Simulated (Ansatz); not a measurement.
The system is GaP.

```
CELL_PARAMETERS angstrom
0.00000 2.72525 2.72525
2.72525 0.00000 2.72525
2.72525 2.72525 0.00000
ATOMIC_POSITIONS crystal
Ga 0.00000 0.00000 0.00000
P 0.75000 0.75000 0.75000
```

- Program: Ansatz 0.2.0
- Task: relaxation of cell and atoms
- Functional: PBEsol
- Dispersion: D3(BJ)
- Potentials or basis: all-electron LAPW, scalar-relativistic
- Basis error allowed: 0.001 eV/atom
- k mesh: 8 × 8 × 8
- Occupations: fermi-dirac, width 0.05 eV
- Spin: no spin polarisation

At the start: volume 20.24 Å³/atom.

Where does the relaxation end?

Over 5 steps the energy falls by 5.8 meV/atom and the volume is 19.58 Å³/atom (-3.2 %); space group F-43m (No. 216, to 0.05 Å).

The path:
| step | energy change (eV) | largest force (eV/Å) | volume (Å³) |
| --- | --- | --- | --- |
| 1 | 0.0000 | 0.0000 | 40.48 |
| 2 | -0.0107 | 0.0000 | 39.55 |
| 3 | -0.0117 | 0.0000 | 39.15 |
| 4 | -0.0117 | 0.0000 | 39.17 |
| 5 | -0.0117 | 0.0000 | 39.17 |

Final structure:
```
Ga P
1.0
     0.00000    2.69548    2.69548
     2.69548    0.00000    2.69548
     2.69548    2.69548    0.00000
Ga P
1 1
Direct
  0.00000 0.00000 0.00000
  0.75000 0.75000 0.75000
```
